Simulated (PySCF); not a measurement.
NICS in rings of unrelated molecules.

Definitions: NICS(0) = −σiso at the ring centroid; NICS(1) = −σiso and NICS(1)zz = −σzz at ±1 Å along the ring normal z. Level: GIAO PBE0/pcSseg-1 (PySCF, non-relativistic, gas phase) on the GFN2-xTB geometries, one conformer each. Atom numbers follow the mapped SMILES.

Problem. Order these rings by mean NICS(1)zz, lowest (most negative) first (ppm).
A. ring P3–C5–C6–O7–C8–C9 in `[CH2:1]=[CH:2][P:3]1(=[O:4])[CH2:5][CH2:6][O:7][CH2:8][CH2:9]1`
B. ring C6–C7–C8 in `[CH3:1][CH2:2][N:3]([CH2:4][CH3:5])[CH:6]1[CH2:7][CH2:8]1`
C. ring C3–C4–P5–C8–C9 in `[CH3:1][O:2][C:3]1=[CH:4][P@:5]([CH3:6])(=[O:7])[CH2:8][CH2:9]1`
D. ring C5–C6–C7 in `[CH3:1][P@:2](=[O:3])([O-:4])[CH:5]1[CH2:6][CH2:7]1` (charge -1)
E. ring C7–C8–C9–S10–C11 in `[CH2:1]=[CH:2][CH2:3][P@:4](=[O:5])([OH:6])[c:7]1[cH:8][cH:9][s:10][cH:11]1`
F. ring N4–C5–C6–C7–C8 in `[CH3:1][CH2:2][CH2:3][N:4]1[CH2:5][CH2:6][CH2:7][CH2:8]1`
G. ring C2–C3–C4–C5–C6–C7 in `[O-:1][c:2]1[cH:3][cH:4][cH:5][cH:6][cH:7]1` (charge -1)

Solution. E (-28.0), D (-25.5), B (-20.9), G (-17.6), F (-3.9), C (-2.2), A (3.8).

```tsv
SMILES	ring	NICS(0)	NICS(1)	NICS(1)zz	HOMA	rms pucker (Å)	ring atoms with four or more neighbours
C=CC[P@](=O)(O)c1ccsc1	5-membered ring with S; formal bonds all aromatic	-13.1	-11.8	-28.0	0.80	0.00	0
C[P@](=O)([O-])C1CC1	3-membered carbocycle; formal bonds all single	-44.7	-9.5	-25.5	–	0.00	3
CCN(CC)C1CC1	3-membered carbocycle; formal bonds all single	-42.7	-8.7	-20.9	–	0.00	3
[O-]c1ccccc1	6-membered carbocycle; formal bonds all aromatic	-5.1	-7.4	-17.6	0.81	0.00	0
CCCN1CCCC1	5-membered ring with N; formal bonds all single	-7.6	-4.0	-3.9	–	0.18	4
COC1=C[P@](C)(=O)CC1	5-membered ring with P; formal bonds 1 double, 4 single	-4.8	-3.8	-2.2	–	0.12	3
C=CP1(=O)CCOCC1	6-membered ring with O and P; formal bonds all single	-1.2	-1.3	3.8	–	0.28	5
```

NICS(0) gives another order. The isotropic NICS(1) gives the same order. HOMA uses Krygowski's 1993 parameters; it is left out where a ring has a four-coordinate atom, a triple bond, no multiple bond or a kind of bond without parameters. NICS(1) and NICS(1)zz are means over the two faces.
